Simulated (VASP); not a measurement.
Crystal: MoSe2.

```xyz
6
Lattice="3.2880 0.0000 0.0000 -1.6440 2.8475 0.0000 0.0000 0.0000 12.9000" Properties=species:S:1:pos:R:3 pbc="T T T"
Mo    0.0000    1.8983    3.2250
Mo    1.6440    0.9492    9.6750
Se    0.0000    1.8983    8.0625
Se    1.6440    0.9492    1.6125
Se    0.0000    1.8983   11.2875
Se    1.6440    0.9492    4.8375
```

- Program: VASP 6.6.1
- Task: relaxation of cell and atoms
- Functional: PBE
- Dispersion: D3(BJ)
- Potentials or basis: VASP PAW PBE potentials, release 64 (Mo_sv, Se)
- Cutoff: 600 eV
- k mesh: 9 × 9 × 2
- Occupations: gaussian, width 0.03 eV
- Spin: no spin polarisation

At the start: pressure 4.5 GPa; volume 20.13 Å³/atom.

Where does the relaxation end?

Over 14 steps the energy falls by 24.1 meV/atom and the volume is 19.74 Å³/atom (-1.9 %); space group P6_3/mmc (No. 194, to 0.05 Å).

Step by step:
```tsv
step	energy change (eV)	largest force (eV/Å)	pressure (GPa)	volume (Å³)
1	0.0000	1.1441	4.52	120.78
2	0.2308	1.2853	-9.26	130.92
3	-0.1073	0.1481	-1.23	124.27
4	-0.1075	0.1809	-1.04	124.14
5	-0.1225	0.1168	-0.28	122.48
6	-0.1232	0.0997	-0.06	122.02
7	-0.1275	0.0908	-0.06	121.61
8	-0.1379	0.0632	-0.04	120.35
9	-0.1435	0.0013	0.20	117.83
10	-0.1443	0.0241	0.12	118.56
11	-0.1444	0.0212	0.12	118.46
12	-0.1443	0.0191	0.13	118.39
13	-0.1425	0.1161	-0.76	118.94
14	-0.1444	0.0004	0.01	118.46
```

Final structure:
```xyz
6
Lattice="3.2787 0.0000 0.0000 -1.6393 2.8394 0.0000 0.0000 0.0000 12.7250" Properties=species:S:1:pos:R:3 pbc="T T T"
Mo    0.0000    1.8929    3.1813
Mo    1.6393    0.9465    9.5438
Se    0.0000    1.8929    7.8683
Se    1.6393    0.9465    1.5058
Se    0.0000    1.8929   11.2192
Se    1.6393    0.9465    4.8567
```
